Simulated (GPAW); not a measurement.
# CoO: equation of state with PBEsol+D4

CoO:

```xyz
2
Lattice="0.0000 2.1315 2.1315 2.1315 0.0000 2.1315 2.1315 2.1315 0.0000" Properties=species:S:1:pos:R:3 pbc="T T T"
Co    0.0000    0.0000    0.0000
O     2.1315    2.1315    2.1315
```

```yaml
Program: GPAW 26.7.0
Task: equation of state
Functional: PBEsol
Dispersion: D4
Potentials_or_basis: PAW data sets generated in the run's folder for this functional
Cutoff: 800 eV
Basis: pw
k_mesh: 9 × 9 × 9
Occupations: fermi-dirac, width 0.05 eV
Spin: collinear spin, ferromagnetic start
Starting_moments: "[2.0, 0.0] μB"
Maxiter: 150
Eos_scales: "[0.94, 0.96, 0.98, 1.0, 1.02, 1.04, 1.06]"
```

```
Equilibrium volume : 9.00 Å³/atom (rough: see the caveat)
Bulk modulus       : 167 GPa (rough)
```

Energy against volume, from the lowest point:
| volume (Å³/atom) | energy (meV/atom) |
| --- | --- |
| 9.103 | 0.00 |
| 9.297 | 4.26 |
| 9.490 | 12.69 |
| 9.684 | 24.80 |
| 9.878 | 40.57 |
| 10.071 | 59.73 |
| 10.265 | 82.14 |

Run time: 3.6 min on 1 thread of Arm Neoverse V1, with other jobs on the host, peak memory 0.24 GiB.

Caveat: the fit is doubtful: noisy points or a state that changes with volume; the minimum lies outside the volumes run.
